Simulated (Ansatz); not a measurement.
# Be: the cost of one run

Program: Ansatz 0.2.0. Level of theory: DFT PBEsol, scalar-relativistic, plane waves, PAW. These are calculated values, not measurements.

**1. The structure to begin with**

Symmetry: P4_2/mnm, No. 136, tetragonal system. The conventional cell has a = 3.747 Å, b = 3.747 Å, c = 2.281 Å, α = 90.00°, β = 90.00°, γ = 90.00°. Around Be (site symmetry m2m) lie 11 Be at 2.15 to 2.28 Å.

As a file:

```
CELL_PARAMETERS angstrom
3.74681 0.00000 0.00000
0.00000 3.74681 0.00000
0.00000 0.00000 2.28128
ATOMIC_POSITIONS crystal
Be 0.29741 0.29741 0.00000
Be 0.70259 0.70259 0.00000
Be 0.20259 0.79741 0.50000
Be 0.79741 0.20259 0.50000
```

The structure comes from the Materials Project (structure only).

**2. A change within the space group**

Against the listed cell: strain xx, yy, zz, yz, xz, xy = -4.9, -4.9, +4.1, +0.0, +0.0, +0.0 %; atoms moved by 0.06 Å root mean square, at most 0.06 Å.

Input file input.yaml:

```yaml
crystal:
  lattice:
    - [3.5636697317, 0.0, 0.0]
    - [0.0, 3.5636697317, 0.0]
    - [0.0, 0.0, 2.3750862336]
  atoms:
    - { symbol: Be, position: [0.3087313288, 0.3087313288, 0.0] }
    - { symbol: Be, position: [0.6912686712, 0.6912686712, 0.0] }
    - { symbol: Be, position: [0.1912686712, 0.8087313288, 0.5] }
    - { symbol: Be, position: [0.8087313288, 0.1912686712, 0.5] }
basis:
  ecutwfc: 420
kpoints:
  mp_grid: { grid: [12, 12, 18] }
hamiltonian:
  xc: pbesol
scf:
  occupations: { method: gaussian, width: 0.1 }
output:
  forces: true
  stress: true
  eigenvalues: true
```

Command:

```console
$ ansatz run input.yaml --threads 1 --pin off --max-ram 1331MiB --backend cpu --events-out ev --progress --plain --runs-dir out
```

Q: Estimate wall time and peak memory on 1 thread of an x86-64 CPU, shared host.

About 2.3 s, with a peak of 0.45 GiB.
